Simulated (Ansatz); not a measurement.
# Rh in Ansatz: the effect of functional

The system is Rh.

```
Rh
1.0
     2.76692    0.00000    0.00000
    -1.38346    2.39622    0.00000
     0.00000    0.00000    4.48677
Rh
2
Direct
  0.33333 0.66667 0.25000
  0.66667 0.33333 0.75000
```

This isn't the form of Rh at room conditions, which is fcc.

The cell isn't the ideal one: volume scaled by 1.04.

Alike in all runs:

- Program: Ansatz 0.2.0
- Task: single point
- Potentials or basis: Ansatz PAW
- k mesh: 11 × 11 × 6
- Occupations: fermi-dirac, width 0.05 eV
- Spin: no spin polarisation

| functional | cutoff | pressure (GPa) |
| --- | --- | --- |
| LDA | 420 eV (not typed: the program's choice for these potentials) | ? |
| PBEsol | 420 eV (not typed: the program's choice for these potentials) | -21.4 |
| r2SCAN | 500 eV (not typed: the program's choice for these potentials) | -17.7 |

**Question.** What does the run with functional LDA give?

**Answer.** Pressure -26.7 GPa.

Caveats: the PAW data sets come from PBE, with cores solved anew for the run's functional, which leaves a small shift of forces and pressure.
